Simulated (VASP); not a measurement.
Set up this calculation in VASP 6.6.1, as the native input.

```
Task                   : relaxation of cell and atoms
Functional             : PBE
Dispersion             : D3(BJ)
Potentials or basis    : VASP PAW PBE potentials, release 64 (Ba_sv)
Cutoff                 : 600 eV
k mesh                 : 12 × 12 × 8
Occupations            : gaussian, width 0.1 eV
Spin                   : no spin polarisation
Dipole correction      : no
Further INCAR settings : ALGO = Fast; EDIFF = 1e-07; IBRION = 2; EDIFFG = -0.005; NSW = 100; ISIF = 3
```

The structure of Ba lies in POSCAR:

```
Ba
1.0
    1.9550000000     -3.6500000000      0.0000000000
    1.9550000000      3.6500000000      0.0000000000
    0.0000000000      0.0000000000      5.7000000000
Ba
1
Direct
    0.0000000000      0.0000000000      0.0000000000
```

This isn't the form of Ba at room conditions, which is bcc.

These files were run (other wordings do the same):

INCAR

```
SYSTEM = Ba
ALGO = Fast
EDIFF = 1E-7
EDIFFG = -0.005
ENCUT = 600
GGA = PE
IBRION = 2
ISIF = 3
ISMEAR = 0
IVDW = 12
LASPH = .TRUE.
LCHARG = .FALSE.
LREAL = .FALSE.
LWAVE = .FALSE.
NELM = 60
NSW = 100
PREC = Accurate
SIGMA = 0.1
```

KPOINTS

```
k-points
0
G
  12 12 8
  0 0 0
```

Potentials or basis: VASP PAW PBE potentials, release 64 (Ba_sv).

Run with:

```console
$ cat potpaw_PBE.64/Ba_sv/POTCAR > POTCAR
$ mpirun -np 1 vasp_std > vasp.out
```

Results of the run:

```yaml
Relaxed_volume: 58.88 Å³/atom
Relaxed_cell: a = 4.191 Å, b = 4.191 Å, c = 3.871 Å, α = 90.00°, β = 90.00°, γ = 120.02°
Space_group_after_relaxing_to_0.05_Å: P6/mmm (No. 191)
Energy_gained_by_relaxing: 466.0 meV/atom
Ionic_steps: 13
Pressure_after_relaxing: 0.0 GPa
Band_gap_on_the_k_mesh: none (metal or under the smearing width)
Dispersion_energy_per_atom: -0.215 eV
```

Caveat: the volume moved by over 15 % at a fixed basis, so the end points are rough; the volume moved by -28 % from the deposited cell, more than functionals usually miss; pairwise dispersion overbinds metals, which lowers pressure and volume.

Run time: 24 min on 1 thread of AMD EPYC 9R45 (Zen 5), on a shared host, peak memory 0.4 GiB.
